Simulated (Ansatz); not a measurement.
Equation of state of KZnF3 under r2SCAN

```xyz
5
Lattice="4.0500 0.0000 0.0000 0.0000 4.0500 0.0000 0.0000 0.0000 4.0500" Properties=species:S:1:pos:R:3 pbc="T T T"
Zn    2.0250    2.0250    2.0250
K     0.0000    0.0000    0.0000
F     2.0250    0.0000    2.0250
F     0.0000    2.0250    2.0250
F     2.0250    2.0250    0.0000
```

The cell was scaled at fixed shape and fractions and run with Ansatz, Ansatz PAW, cutoff 500 eV; r2SCAN, k mesh 7 × 7 × 7 on the cell of 5 atoms, fermi-dirac occupations of 0.05 eV, no spin polarisation, no spin-orbit coupling. The potentials were made for PBE. Energies are those that the program minimises, any entropy of the smearing included.

```csv
V (Å³/atom),energy over the lowest row (meV/atom)
12.4889,12.885
12.7546,?
13.0203,1.067
13.2860,0.000
13.5517,1.708
13.8175,5.897
14.0832,12.294
```

Task: Fit the third-order Birch-Murnaghan form, give V0, B0 and B′, and predict the energy left open.

Result: With y = (V0/V)^(2/3), E = E0 + (9 V0 B0/16) [(y - 1)³ B′ + (y - 1)² (6 - 4y)]. Least squares through the rows shown give V0 = 13.2505 Å³/atom, E0 = -0.024 meV, B0 = 84.57 GPa (1 eV/Å³ = 160.218 GPa) and B′ = 4.63, with a largest miss of 0.002 meV. At V = 12.7546 the form with these constants gives 5.238 meV; the run gave 5.245 meV an atom. Measured volume: 13.34 Å³/atom (a printed reference work), so the fit lies -0.7 % from it. The runs are for a static lattice.
